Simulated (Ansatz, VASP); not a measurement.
Two plane-wave programs on P

```
P
1.0
     0.00000    2.03169    2.03169
     2.03169    0.00000    2.03169
     2.03169    2.03169    0.00000
P
1
Direct
  0.00000 0.00000 0.00000
```

Alike in both runs: functional BLYP; k mesh 14 × 14 × 14; occupations fermi-dirac, width 0.1 eV; no spin polarisation.

Ansatz relaxed the structure, and its values are those at the end. VASP's run is a single point on that final structure, the one shown.

```csv
,VASP,Ansatz
version,VASP 6.6.1,Ansatz 0.2.0
potentials or method,"VASP PAW PBE potentials, release 64 (P)","plane waves (420 eV) with PAW, scalar-relativistic"
plane-wave cutoff (eV),520,420
valence electrons in the cell,5,5
```

|  | VASP | Ansatz | Ansatz less VASP |
| --- | --- | --- | --- |
| pressure (GPa) | 0.2 | 0.0 | -0.15 |

With one functional, cell and mesh, what is left measures potentials, basis and numerics.

Caveats: the PAW data sets were made with another functional, which shifts forces and pressure a little (VASP).
